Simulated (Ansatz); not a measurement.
# HfSiO4: the cost of one run

Program: Ansatz 0.2.0. Level of theory: DFT PBEsol, scalar-relativistic, plane waves, PAW. These are calculated values, not measurements.

4 further runs of the same task are left out: 4 set aside as unsound or not needed. Runs told in other sessions of the task aren't counted.

## 1. The structure to begin with

The cell holds 36 atoms (AsHf5O24Si6): a = 6.582 Å, b = 6.582 Å, c = 10.087 Å, α = 109.04°, β = 109.04°, γ = 90.00°.

The coordinates of this cell stand in the input of its own run.

The host was relaxed before at PBEsol: a = 6.582 Å, b = 6.582 Å, c = 5.966 Å, α = 90.00°, β = 90.00°, γ = 90.00° (conventional cell), 10.770 Å³/atom.

Places, in fractions of the supercell: As in place of Hf at (0.667, 0.667, 0.333). The start keeps the symmetry of the ideal site.

## 2. Band edges of the host over the zone

The input, input.yaml:

```yaml
crystal:
  lattice:
    - [-3.2910116978, 3.2910116978, 2.9830669673]
    - [3.2910116978, -3.2910116978, 2.9830669673]
    - [3.2910116978, 3.2910116978, -2.9830669673]
  atoms:
    - { symbol: Hf, position: [0.0, 0.0, 0.0] }
    - { symbol: Hf, position: [0.75, 0.25, 0.5] }
    - { symbol: Si, position: [0.25, 0.75, 0.5] }
    - { symbol: Si, position: [0.5, 0.5, 0.0] }
    - { symbol: O, position: [0.1333334021, 0.3181250508, 0.8152083512] }
    - { symbol: O, position: [0.0681250508, 0.7529166996, 0.6847916488] }
    - { symbol: O, position: [0.0681250508, 0.3833334021, 0.3152083512] }
    - { symbol: O, position: [0.5029166996, 0.3181250508, 0.1847916488] }
    - { symbol: O, position: [0.6818749492, 0.4970833004, 0.8152083512] }
    - { symbol: O, position: [0.6166665979, 0.9318749492, 0.6847916488] }
    - { symbol: O, position: [0.2470833004, 0.9318749492, 0.3152083512] }
    - { symbol: O, position: [0.6818749492, 0.8666665979, 0.1847916488] }
basis:
  ecutwfc: 420
  xc_grid: 2
kpoints:
  mp_grid: { grid: [6, 6, 6] }
  band_path: { path: [VBM, CBM], npoints: 2 }
hamiltonian:
  xc: pbesol
scf:
  occupations: { method: gaussian, width: 0.02 }
output:
  forces: true
  stress: true
  eigenvalues: true
```

Launch:

```bash
$ ansatz run input.yaml --threads 8 --pin off --max-ram 16384MiB --backend cpu --events-out ev --progress --plain --runs-dir out
```

**Question.** How long does this run take on 8 threads of AMD EPYC 9B14 (Zen 4), shared host, and how much memory does it need?

About 10 s, with a peak of 0.86 GiB.
